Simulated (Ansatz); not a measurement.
**Sc2COS MXene monolayer in a perpendicular field**

Wanted: the out-of-plane response of the Sc2COS MXene monolayer. A positive field points along +c.

Program: Ansatz 0.2.0. Level of theory: plane-wave DFT, PBE-D3(BJ), Ansatz PAW. Results are calculated unless marked as measured.

## 1. Set-up

The cell holds 5 atoms: 1 S, 2 Sc, 1 C and 1 O. Its edges and angles: a = 3.226 Å, b = 3.226 Å, c = 41.983 Å, α = 90.0°, β = 90.0°, γ = 120.0°. Vacuum lies along c.

## 2. Relaxing the slab

The starting cell is a guess, so the in-plane lattice and the atoms are relaxed first, with the slab cut off from its images along the normal.

input.yaml reads:

```yaml
crystal:
  lattice:
    - [3.22608, 0.0, 0.0]
    - [-1.61304, 2.7938672346, 0.0]
    - [0.0, 0.0, 41.9830368437]
  atoms:
    - { symbol: S, position: [0.3333333333, 0.6666666667, 0.4346993779] }
    - { symbol: Sc, position: [0.6666666667, 0.3333333333, 0.4772230721] }
    - { symbol: C, position: [0.0, 0.0, 0.5075430612] }
    - { symbol: Sc, position: [0.3333333333, 0.6666666667, 0.5378630502] }
    - { symbol: O, position: [0.6666666667, 0.3333333333, 0.5653006221] }
  periodic: [true, true, false]
kpoints:
  mp_grid: { grid: [12, 12, 1] }
hamiltonian:
  xc: pbe
  dispersion: d3bj
scf:
  occupations: { method: fermi_dirac, width: 0.05 }
  convergence: { dr2_threshold: 1.0e-09 }
relax:
  f_tol: 0.004
  max_steps: 90
  cell: {}
output:
  write_potential: true
  write_density: true
  volumetric_format: npy
```

The run is started by

```bash
> ansatz run input.yaml --threads 2 --pin off --max-ram 3072MiB --backend cpu --events-out ev --progress --plain --runs-dir out
```

Numbers of over 12 decimals in the logs are rounded to 6 here.

Output:

```text
Warning: relax.cell: scf.convergence.dr2_threshold = 1e-9 eV is looser than the 2.08572818374e-10 eV advised for a relaxation that steers and ends on the stress (1e-10 eV for each atom of the cell: 5, times the square of relax.cell.stress_2d_tol = 0.05 N/m over 15.5 Å (the atoms' height at the walk's start and 5 Å past either face), 3.229e-2 GPa, over a crystal's default 0.05). What an SCF threshold leaves in a stress goes as its square root, and in the free energy as the threshold itself, and one threshold admits the most on a small cell: [figures from the program's tests cut] Set scf.convergence.dr2_threshold to 2.08572818374e-10 eV or tighter. [rest of the remark cut]
Engine: ansatz 0.2.0, aarch64-unknown-linux-gnu
Pseudopotentials: kind: paw
Pseudopotential: S, paw, valence charge 6, recommended cutoff 420 eV (normal), S.paw.azcp
Pseudopotential: Sc, paw, valence charge 11, recommended cutoff 420 eV (normal), Sc.paw.azcp
Pseudopotential: C, paw, valence charge 4, recommended cutoff 420 eV (normal), C.paw.azcp
Pseudopotential: O, paw, valence charge 6, recommended cutoff 420 eV (normal), O.paw.azcp
Functional definition: PBE
  parameter kappa = 0.804
  parameter beta = 0.066725
  exchange = pbe_x(kappa = kappa, mu = beta*pi^2/3)
  correlation = pbe_c(beta = beta)
Crystal: 5 atoms, lattice volume = 378.403 Å³
Basis set: ecut = 420 eV, 7545 PW (Γ), exchange–correlation on 48×48×576 points (8 copies of the dense FFT grid, shifted against one another)
Bands: 24, of which v1, the nominal top of the filled ones, is band 19 counted from 1 (18 counted from 0)
Symmetry: 6 space group operations
Space group: P3m1 (ITA 156), of the structure as read, at distance tolerance 7.2e-5 Å
k-points: 19 of 144 (time reversal used)
Non-local potential: S, projectors of the file, l = 0: 2, l = 1: 2, l = 2: 2
Non-local potential: Sc, projectors of the file, l = 0: 3, l = 1: 2, l = 2: 3, l = 3: 1
Non-local potential: C, projectors of the file, l = 0: 2, l = 1: 2, l = 2: 1
Non-local potential: O, projectors of the file, l = 0: 2, l = 1: 2, l = 2: 1
PAW form: soft (Blöchl's): semilocal exchange-correlation on the pseudo side does not see the compensation charge
PAW one-centre angular grid: S, 110 points (default); XC on 64 Gauss nodes
PAW one-centre angular grid: Sc, 590 points (default); XC on 64 Gauss nodes
PAW one-centre angular grid: C, 110 points (default); XC on 64 Gauss nodes
PAW one-centre angular grid: O, 110 points (default); XC on 64 Gauss nodes
Initial density: superposition of atomic densities (neutral atoms: chi_scale 0, normalization atom), corrected by the library's trained network
Initial wavefunctions: pseudopotential atomic-orbital guess
Functional: x = pbe(κ = 0.804, μ = 0.219515), c = pbe(β = 0.066725)
SCF iter   1: F=—  HF=-5996.036929 eV  |F-HF|=—  |Δ(HF+E_count)|=         —  Δρ=1.14e-2  dr2=8.70e0  ethr=1.77e-3  ⟨swp⟩=10.4  Hψ=3171  notcnv=0
preconditioner: auto → LDOS  [metal: Δε(μ)=0.027 eV  Ē_g=7.790 eV  σ=0.050 eV  W_gap=0.13  n_scr=24 (ndim 8)  ℏωp=9.0 eV  f_vac=0.787  D(μ)=3.58/eV (n_scr^D=16)  β→1.0]
SCF iter   2: F=—  HF=-5995.869891 eV  |F-HF|=—  |Δ(HF+E_count)|=   1.67e-1  Δρ=2.58e-3  dr2=7.05e-2  ethr=1.77e-3  ⟨swp⟩=2.8  Hψ=709  notcnv=0  defer=2
SCF iter   3: F=—  HF=-5995.872518 eV  |F-HF|=—  |Δ(HF+E_count)|=   2.63e-3  Δρ=9.44e-4  dr2=1.07e-2  ethr=1.86e-4  ⟨swp⟩=4.0  Hψ=1010  notcnv=0  defer=2
SCF iter   4: F=—  HF=-5995.871636 eV  |F-HF|=—  |Δ(HF+E_count)|=   8.82e-4  Δρ=4.49e-4  dr2=2.52e-3  ethr=2.81e-5  ⟨swp⟩=2.5  Hψ=861  notcnv=0  defer=2
SCF iter   5: F=—  HF=-5995.871449 eV  |F-HF|=—  |Δ(HF+E_count)|=   1.86e-4  Δρ=1.97e-4  dr2=7.54e-4  ethr=6.64e-6  ⟨swp⟩=2.8  Hψ=751  notcnv=0  defer=2
SCF iter   6: F=—  HF=-5995.871438 eV  |F-HF|=—  |Δ(HF+E_count)|=   1.16e-5  Δρ=7.54e-5  dr2=8.93e-5  ethr=1.98e-6  ⟨swp⟩=1.8  Hψ=653  notcnv=0  defer=2
SCF iter   7: F=—  HF=-5995.871448 eV  |F-HF|=—  |Δ(HF+E_count)|=   1.01e-5  Δρ=2.51e-5  dr2=5.23e-6  ethr=2.35e-7  ⟨swp⟩=2.4  Hψ=675  notcnv=0  defer=2
SCF iter   8: F=—  HF=-5995.871445 eV  |F-HF|=—  |Δ(HF+E_count)|=   2.75e-6  Δρ=8.30e-6  dr2=4.13e-7  ethr=1.38e-8  ⟨swp⟩=3.2  Hψ=899  notcnv=0  defer=2
SCF iter   9: F=—  HF=-5995.871447 eV  |F-HF|=—  |Δ(HF+E_count)|=   1.59e-6  Δρ=2.77e-6  dr2=4.14e-8  ethr=1.09e-9  ⟨swp⟩=2.7  Hψ=924  notcnv=0  defer=2
SCF iter  10: F=—  HF=-5995.871447 eV  |F-HF|=—  |Δ(HF+E_count)|=   2.97e-8  Δρ=8.34e-7  dr2=3.12e-9  ethr=1.09e-10  ⟨swp⟩=3.6  Hψ=1004  notcnv=0  defer=2
SCF iter  11: F=-5995.871447 eV  HF=-5995.871447 eV  |F-HF|=4.78e-9  |Δ(HF+E_count)|=   1.22e-8  Δρ=2.07e-7  dr2=1.23e-10  ethr=2.63e-12  ⟨swp⟩=11.2  Hψ=3577  notcnv=0
SCF 1 converged in 11 iterations: F = -5995.871447 eV  dr2 = 1.23e-10
  greatest PAW one-centre occupation: 0.998 electrons in one spin orbital (limit 2), on the Sc atom at site 3 (counted from 0), in its partial waves of l = 0
relax step   1: F+E_penalty+E_count = -5995.87144683 eV  Δ(F+E_penalty+E_count) = +0.000e0 eV  max|allowed force component| = 5.007e0 eV/Å  Δτ_max = 0.0000 Å  P = +2.566 N/m  Ω = 378.403 Å³  fix = [c, alpha, beta]  reactions: c +0.000 N/m  (11 SCF iters, accepted)
Crystal: 5 atoms, lattice volume = 386.229 Å³
Basis set: ecut = 420 eV, 7713 PW (Γ), exchange–correlation on 48×48×576 points (8 copies of the dense FFT grid, shifted against one another)
Initial density: handed on by an earlier stage of this run
Initial wavefunctions: those handed on with the density
SCF iter   1: F=—  HF=-5997.423546 eV  |F-HF|=—  |Δ(HF+E_count)|=         —  Δρ=2.31e-2  dr2=9.44e0  ethr=3.10e-3  ⟨swp⟩=16.3  Hψ=3388  notcnv=0
preconditioner: auto → LDOS  [metal: Δε(μ)=0.087 eV  Ē_g=8.206 eV  σ=0.050 eV  W_gap=0.38  n_scr=24 (ndim 8)  ℏωp=8.9 eV  f_vac=0.785  D(μ)=2.99/eV (n_scr^D=14)  β→1.0]
SCF iter   2: F=—  HF=-5997.107451 eV  |F-HF|=—  |Δ(HF+E_count)|=   3.16e-1  Δρ=1.73e-2  dr2=7.42e0  ethr=3.10e-3  ⟨swp⟩=5.0  Hψ=1173  notcnv=0  defer=4
SCF iter   3: F=—  HF=-5996.825397 eV  |F-HF|=—  |Δ(HF+E_count)|=   2.82e-1  Δρ=4.62e-3  dr2=1.38e-1  ethr=3.10e-3  ⟨swp⟩=3.6  Hψ=876  notcnv=0  defer=4
SCF iter   4: F=—  HF=-5996.812175 eV  |F-HF|=—  |Δ(HF+E_count)|=   1.32e-2  Δρ=2.82e-3  dr2=5.61e-2  ethr=3.62e-4  ⟨swp⟩=4.1  Hψ=970  notcnv=0  defer=4
SCF iter   5: F=—  HF=-5996.808936 eV  |F-HF|=—  |Δ(HF+E_count)|=   3.24e-3  Δρ=7.99e-4  dr2=3.28e-2  ethr=1.48e-4  ⟨swp⟩=2.8  Hψ=852  notcnv=0  defer=2
SCF iter   6: F=—  HF=-5996.808357 eV  |F-HF|=—  |Δ(HF+E_count)|=   5.79e-4  Δρ=2.72e-4  dr2=8.91e-4  ethr=8.62e-5  ⟨swp⟩=1.8  Hψ=507  notcnv=0  defer=2
[...]
SCF 3 converged in 12 iterations: F = -5996.963077 eV  dr2 = 3.33e-10
relax step   3: F+E_penalty+E_count = -5996.96307666 eV  Δ(F+E_penalty+E_count) = -1.546e-1 eV  max|allowed force component| = 5.692e-1 eV/Å  Δτ_max = 0.1282 Å  P = +2.079 N/m  Ω = 394.317 Å³  energy of the carried Pulay correction = -4.656e-3 eV  fix = [c, alpha, beta]  reactions: c +0.000 N/m  (12 SCF iters, accepted)
[...]
relax step   4: F+E_penalty+E_count = -5996.98469680 eV  Δ(F+E_penalty+E_count) = -2.162e-2 eV  max|allowed force component| = 1.113e-1 eV/Å  Δτ_max = 0.0770 Å  P = +0.041 N/m  Ω = 394.269 Å³  energy of the carried Pulay correction = -4.642e-3 eV  fix = [c, alpha, beta]  reactions: c +0.000 N/m  (9 SCF iters, accepted)
[...]
relax step   5: F+E_penalty+E_count = -5996.98543730 eV  Δ(F+E_penalty+E_count) = -7.405e-4 eV  max|allowed force component| = 3.582e-2 eV/Å  Δτ_max = 0.0190 Å  P = -0.015 N/m  Ω = 395.367 Å³  energy of the carried Pulay correction = -4.957e-3 eV  fix = [c, alpha, beta]  reactions: c -0.000 N/m  (10 SCF iters, accepted)
[...]
relax step   6: F+E_penalty+E_count = -5996.98548581 eV  Δ(F+E_penalty+E_count) = -4.852e-5 eV  max|allowed force component| = 2.079e-2 eV/Å  Δτ_max = 0.0056 Å  P = +0.005 N/m  Ω = 395.407 Å³  energy of the carried Pulay correction = -4.968e-3 eV  fix = [c, alpha, beta]  reactions: c +0.000 N/m  (9 SCF iters, accepted)
[...]
relax step   7: F+E_penalty+E_count = -5996.98553361 eV  Δ(F+E_penalty+E_count) = -4.780e-5 eV  max|allowed force component| = 2.774e-3 eV/Å  Δτ_max = 0.0021 Å  P = +0.007 N/m  Ω = 395.348 Å³  energy of the carried Pulay correction = -4.951e-3 eV  fix = [c, alpha, beta]  reactions: c +0.000 N/m  (8 SCF iters, accepted)
[...]
relax step   8: F+E_penalty+E_count = -5996.99185960 eV  Δ(F+E_penalty+E_count) = -6.326e-3 eV  max|allowed force component| = 2.333e-3 eV/Å  Δτ_max = 0.0000 Å  P = +0.125 N/m  Ω = 395.348 Å³  fix = [c, alpha, beta]  reactions: c +0.000 N/m  stress off target by 1.25e-1 N/m on what of the cell is left free  SCF on the basis re-selected at this cell (its energy is not comparable with the rows above)  (6 SCF iters)
[...]
relax step   9: F+E_penalty+E_count = -5996.99178564 eV  Δ(F+E_penalty+E_count) = +7.395e-5 eV  max|allowed force component| = 2.992e-3 eV/Å  Δτ_max = 0.0020 Å  P = +0.036 N/m  Ω = 395.808 Å³  energy of the carried Pulay correction = -1.280e-4 eV  fix = [c, alpha, beta]  reactions: c +0.000 N/m  (7 SCF iters, accepted)
iter 1 solved again at ethr=7.36e-7 eV; its pass at ethr=3.10e-3 eV (dr2=2.80e-4 eV) is discarded
SCF iter   1: F=—  HF=-5996.991776 eV  |F-HF|=—  |Δ(HF+E_count)|=         —  Δρ=1.02e-5  dr2=2.47e-8  ethr=7.36e-7  ⟨swp⟩=4.4  Hψ=4549  notcnv=0
eigensolver tolerance schedule: the retry pair's looser diagonalisation over-reported the residual by 11334.89 of it (diagonalisation noise at an unbounded share of the residual, at the tolerance the schedule requests for it); recorded, not acted on — ethr = c·dr2/N_el stays at c = 1.0e-1
preconditioner: auto → LDOS  [metal: Δε(μ)=0.084 eV  Ē_g=8.098 eV  σ=0.050 eV  W_gap=0.40  n_scr=24 (ndim 8)  ℏωp=8.8 eV  f_vac=0.791  D(μ)=2.85/eV (n_scr^D=14)  β→1.0]
SCF iter   2: F=—  HF=-5996.991877 eV  |F-HF|=—  |Δ(HF+E_count)|=   1.01e-4  Δρ=2.33e-6  dr2=2.62e-8  ethr=6.49e-11  ⟨swp⟩=5.5  Hψ=1751  notcnv=0
SCF iter   3: F=—  HF=-5996.991877 eV  |F-HF|=—  |Δ(HF+E_count)|=   2.11e-9  Δρ=5.20e-7  dr2=1.36e-9  ethr=6.49e-11  ⟨swp⟩=2.0  Hψ=663  notcnv=0
SCF iter   4: F=-5996.991877 eV  HF=-5996.991877 eV  |F-HF|=1.15e-7  |Δ(HF+E_count)|=   1.04e-7  Δρ=3.17e-7  dr2=6.18e-10  ethr=2.63e-12  ⟨swp⟩=17.0  Hψ=4185  notcnv=0
SCF 10 converged in 4 iterations: F = -5996.991877 eV  dr2 = 6.18e-10
relax step  10: F+E_penalty+E_count = -5996.99187669 eV  Δ(F+E_penalty+E_count) = -9.105e-5 eV  max|allowed force component| = 2.980e-3 eV/Å  Δτ_max = 0.0000 Å  P = +0.037 N/m  Ω = 395.808 Å³  fix = [c, alpha, beta]  reactions: c +0.000 N/m  stress off target by 3.68e-2 N/m on what of the cell is left free  SCF on the basis re-selected at this cell (its energy is not comparable with the rows above)  (4 SCF iters)
basis re-selected at this cell: Δ(F+E_penalty+E_count) = -9.105e-5 eV, ΔP = +0.001 N/m vs the last step (what re-selecting the basis moved, of the pressure what is left beyond the Pulay correction that the steps carried, after the strain that the cell walked since its last selection, with what the two solves' SCF thresholds leave and, on support functions, any second-order correction that the steps lacked; it is no m [...]
WARN: The output density's exchange-correlation potential varies sharply where the density is thin. Do not read a vacuum level from v_tot or v_xc, or from such a field of the output density. On a cell that repeats whose density bears no net charge and no dipole along the vacuum's axis use v_es (v_loc + v_h of the components); under efield.dipole_correction with no amplitude use v_es + v_field, which holds any externa [...]
SCF converged after 4 iterations
Free energy (F): -5996.991877 eV
Harris-Foulkes:  -5996.991877 eV  (|F-HF|=1.15e-7)
Internal energy: -5996.968108 eV  (E = F + TS)
E sigma→0 (E₀):  -5996.979992 eV
Entropy (-TS):   -0.023769 eV (-4.754 meV/atom)
Fermi energy:    -6.404787 eV
--- Per-component energies (eV) ---
  E_band       = -855.412518
  E_kinetic    = 893.372365
  E_local      = -117082.401873  (includes V_loc(G=0)·N_el)
  E_nonlocal   = 264.711429
  E_hartree    = 57923.342283
  E_xc         = -429.447882
  E_vxc        = -501.823545  (∫ρ·V_xc dr)
  E_paw        = -2766.196098  (= ΣΔE_a)
  E_vpaw       = -275.957948  (= ΣTr[D̂ρ^β])
  E_aug_tail   = 0.002470  (compensation charges beyond the density's cutoff)
  E_ewald      = 55200.799575
  E_disp       = -1.150375  (pairwise vdW)
  E_smearing   = -0.023769  (= −TS)
  E_closure    = -0.000000  (closes the sum)
  Σ components = -5996.991877   (vs F -5996.991877, Δ=0.00e0)
--- Forces (eV/Å), atoms counted from 1 ---
  atom   1  S      0.00000000    -0.00000000     0.00036824
  atom   2  Sc    -0.00000000     0.00000000    -0.00053511
  atom   3  C     -0.00000000     0.00000000     0.00080088
  atom   4  Sc    -0.00000000     0.00000000    -0.00298103
  atom   5  O      0.00000000    -0.00000000     0.00234013
  max |Σ_I F_I| component: 6.89e-6 eV/Å
--- 2D stress c σ (N/m, compression-positive) ---
        0.036754       0.000000      -0.000000
        0.000000       0.036754      -0.000000
       -0.000000      -0.000000       0.000000
  P = ½ c Tr σ = 0.0368 N/m
--- Band table (eV; the first three rows and the last of 19) ---
  k-point 0: bands = [... 15 lower, -6.7779, -6.7779, -6.4515, -4.9069, -4.9069, -2.7221, -2.7221, -2.6576, ... 1 higher]
  k-point 1: bands = [... 15 lower, -7.1612, -6.7716, -6.1887, -5.4273, -5.1104, -2.8256, -2.5450, -2.4642, ... 1 higher]
  k-point 2: bands = [... 15 lower, -7.6093, -6.7750, -6.5265, -6.0311, -5.5087, -3.1249, -2.3056, -2.2565, ... 1 higher]
  k-point 18: bands = [... 15 lower, -8.6357, -8.2379, -7.6653, -7.2735, -6.9292, -2.7313, -2.0245, -1.7575, ... 1 higher]
  the weakly bound empty levels are not read free of the cell's end (no_gap_told)
--- Relaxed structure (8 steps of the walk, 8 accepted, 2 SCFs on fresh bases) ---
  F+E_penalty+E_count = -5996.99187669 eV   max|allowed force component| = 2.980e-3 eV/Å   (the final SCF, on the basis selected at the relaxed cell)
  cell:  # Å, volume = 395.8076 Å³
    - [3.299437, 2.714747206090114e-18, 0]
    - [-1.649718, 2.857396, 0]
    - [0, 0, 41.9830368437]
  atoms:
    - { symbol: S, position: [0.333333, 0.666667, 0.436376] }
    - { symbol: Sc, position: [0.666667, 0.333333, 0.475298] }
    - { symbol: C, position: [-1.2275857475557397e-18, 0, 0.504994] }
    - { symbol: Sc, position: [0.333333, 0.666667, 0.544540] }
    - { symbol: O, position: [0.666667, 0.333333, 0.561422] }
```

The job ended after 78 s (2 threads of Arm Neoverse V2, shared host; peak memory 0.64 GiB).

Step by step:

```csv
step,energy less that of the first step (eV),largest force component (eV/Å),volume (Å³)
1,0.0000,5.0074,378.40
2,-0.9371,1.8773,386.23
3,-1.0916,0.5692,394.32
4,-1.1132,0.1113,394.27
5,-1.1140,0.0358,395.37
6,-1.1140,0.0208,395.41
7,-1.1141,0.0028,395.35
8*,-1.1204,0.0023,395.35
9,-1.1203,0.0030,395.81
10*,-1.1204,0.0030,395.81
```

Relaxation steps marked * repeat the geometry before them on a plane-wave basis chosen anew for their cell, so energy and pressure can jump there.

The run keeps the 6 symmetry operations that it works with, so distortions that break them were not tested.

```csv
cell as run,before,after,change
a (Å),3.226,3.299,+2.3 %
b (Å),3.226,3.299,+2.3 %
```

The atoms that moved most (Å, along periodic axes as changes of fractional coordinates times the final cell, across vacuum about the mean position):

```csv
atom,dx,dy,dz,length
Sc4,0.000,0.000,0.280,0.280
O5,0.000,0.000,-0.163,0.163
C3,0.000,0.000,-0.107,0.107
Sc2,0.000,0.000,-0.081,0.081
S1,0.000,0.000,0.070,0.070
```

The relaxed structure:

```xyz
5
Lattice="3.2994 0.0000 0.0000 -1.6497 2.8574 0.0000 0.0000 0.0000 41.9830" Properties=species:S:1:pos:R:3
S     0.0000    1.9049   18.3204
Sc    1.6497    0.9525   19.9545
C     0.0000    0.0000   21.2012
Sc    0.0000    1.9049   22.8614
O     1.6497    0.9525   23.5702
```

Numbers from this step:

- energy at zero smearing: -5996.9800 eV

The lattice constant a goes from 3.226 to 3.299 Å.

[end of part 1 of 2]

[Logs are printed without paths, hosts, clocks, repeated set-up lines and the standing remarks that a program may print on its own settings, such as how far it seeks lower states.]

[Hosts, paths, dates, database ids (printed as entryN), source tags and the programs' standing remarks are cut or masked in the printed files.]

[Maps of the electrostatic potential energy from Ansatz leave out the sawtooth potential of an applied field or a dipole correction, so their vacuum need not be flat; planar profiles and work functions include it.]
